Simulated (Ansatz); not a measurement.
Crystal: La2O3.

```
La O
1.0
     6.26678    0.00000    0.00000
    -3.13339    5.42719    0.00000
     0.00000    0.00000    3.29977
La O
2 3
Cartesian
  3.1334 1.8091 1.6499
  0.0000 3.6181 1.6499
  3.1836 0.0000 0.0000
  -1.5918 2.7571 0.0000
  1.5416 2.6701 0.0000
```

The cell comes from a database or a generator and needn't be the stable form of this composition.

| Item | Value |
| --- | --- |
| Program | Ansatz 0.2.0 |
| Task | relaxation of cell and atoms |
| Functional | LDA |
| Potentials or basis | Ansatz PAW |
| Cutoff | 420 eV (not typed: the program's choice for these potentials) |
| k mesh | 5 × 5 × 8 |
| Occupations | fermi-dirac, width 0.05 eV |
| Spin | no spin polarisation |

At the start: volume 22.45 Å³/atom.

Problem. Where does the relaxation end?

Solution. It ends after 7 steps and the volume is 21.89 Å³/atom (-2.5 %); space group P6/mmm (No. 191, to 0.05 Å).

Step by step:
| step | energy change (eV) | largest force (eV/Å) | volume (Å³) |
| --- | --- | --- | --- |
| 1 | 0.0000 | 0.0733 | 112.23 |
| 2 | -0.0595 | 0.0327 | 109.57 |
| 3 | -0.0604 | 0.0232 | 109.45 |
| 4 | -0.0609 | 0.0017 | 109.53 |
| 5 | -0.0546 | 0.0017 | 109.53 |
| 6 | -0.0549 | 0.0001 | 109.44 |
| 7 | -0.0546 | 0.0001 | 109.44 |

Final structure:
```cif
data_structure
_symmetry_space_group_name_H-M 'P 1'
_symmetry_Int_Tables_number 1
_cell_length_a 6.2538
_cell_length_b 6.2538
_cell_length_c 3.2311
_cell_angle_alpha 90.000
_cell_angle_beta 90.000
_cell_angle_gamma 120.000
_cell_volume 109.44
loop_
_atom_site_label
_atom_site_type_symbol
_atom_site_fract_x
_atom_site_fract_y
_atom_site_fract_z
_atom_site_occupancy
La1 La 0.66667 0.33333 0.50000 1
La2 La 0.33333 0.66667 0.50000 1
O1 O 0.50002 0.00000 0.00000 1
O2 O 0.00000 0.50002 0.00000 1
O3 O 0.49998 0.49998 0.00000 1
```

Caveat: the plane-wave basis is chosen anew once the cell has moved, so the energies of steps on either side of that aren't comparable; the pressure holds a Pulay correction of +0.4 GPa for the finite cutoff; the PAW data sets come from PBE, with cores solved anew for the run's functional, which leaves a small shift of forces and pressure.
